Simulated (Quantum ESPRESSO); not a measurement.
PtS2 under changes of volume

One of the cells (18.261 Å³/atom); the others are scaled copies at fixed shape and fractional positions:

```xyz
3
Lattice="3.5432 0.0000 0.0000 -1.7716 3.0685 0.0000 0.0000 0.0000 5.0388" Properties=species:S:1:pos:R:3 pbc="T T T"
Pt    0.0000    0.0000    0.0000
S     1.7716    1.0228    3.8950
S     0.0000    2.0457    1.1438
```

| Item | Value |
| --- | --- |
| Program | Quantum ESPRESSO 7.5 |
| Functional | r2SCAN |
| Potentials or basis | SG15 PBE 1.2 |
| Cutoff | 952 eV |
| Density cutoff | 3810 eV |
| k mesh | 5 × 5 × 3 |
| Occupations | fermi-dirac, width 0.05 eV |
| Spin | no spin polarisation |

```tsv
volume (Å³/atom)	energy over the lowest point (meV/atom)	pressure (GPa)	gap on the mesh (eV)
17.165	136.86	22.0	1.58
17.531	91.91	17.3	1.58
17.896	?	?	?
18.261	31.40	9.3	1.52
18.626	13.85	5.9	1.49
18.992	3.65	2.9	1.46
19.357	0.00	0.2	1.41
```

Q: What does the run at 17.896 Å³/atom give?

A: Energy over the lowest point 57.10 meV/atom; pressure 13.1 GPa; gap on the mesh 1.56 eV.

Worked out: A Birch-Murnaghan fit of order 3 (a polynomial in V^(-2/3)) to the other rows has its minimum at 19.39 Å³/atom, just outside them, with B0 = V·E''(V) = 137 GPa and B' = 4.5 at fixed shape and positions, which overstates the stiffness. It gives 57.13 meV/atom at 17.896 Å³/atom, against the run's 57.10, and -dE/dV = 13.2 GPa, against 13.1. A parabola through the other rows of the gap, of slope -1.13 eV per unit of ln V there, gives 1.55 eV, against the run's 1.56.

Energies are extrapolated to zero smearing.

Caveats: some runs use coarse meshes; the potentials were made for another functional, which shifts forces and pressure; spin-orbit coupling is left out, which moves the levels of the heavy elements; an odd mesh through Γ misses points on the zone boundary, where band edges often lie.
